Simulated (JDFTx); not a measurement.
The system is CuAu.

```
CELL_PARAMETERS angstrom
2.81075 0.00000 0.00000
0.00000 2.81075 0.00000
0.00000 0.00000 3.68500
ATOMIC_POSITIONS crystal
Au 0.00000 0.00000 0.00000
Cu 0.50000 0.50000 0.50000
```

* Program: JDFTx 1.7.0 (patched build)
* Task: single point
* Functional: PBEsol
* Potentials or basis: PseudoDojo-SR-PBEsol-0.4.1-standard with smoothed tails
* Cutoff: 1252 eV
* Density cutoff: 10014 eV
* k mesh: 9 × 9 × 7
* Occupations: fermi-dirac, width 0.05 eV
* Spin: no spin polarisation

On this cell: pressure -4.3 GPa; largest force under 0.003 eV/Å; band gap on the k mesh none (metal or under the smearing width).

The same run follows on a disturbed copy (atoms moved at random, drawn with an rms of 0.05 Å):

```xyz
2
Lattice="2.8107 0.0000 0.0000 0.0000 2.8107 0.0000 0.0000 0.0000 3.6850" Properties=species:S:1:pos:R:3 pbc="T T T"
Au   -0.0198    0.0089   -0.0574
Cu    1.3957    1.3765    1.8232
```

Problem. What does the disturbed cell give?

Solution. The energy (extrapolated to zero smearing) moves by +3.6 meV/atom; pressure -4.1 GPa; largest force 0.276 eV/Å; band gap on the k mesh none (metal or under the smearing width).

Forces in eV/Å, atoms in the order of the input:
```
Au   0.033 -0.122  0.245
Cu  -0.033  0.122 -0.245
```

Stress tensor (GPa, compression positive):
```
-3.96 -0.02  0.04
-0.02 -4.01 -0.16
 0.04 -0.16 -4.25
```
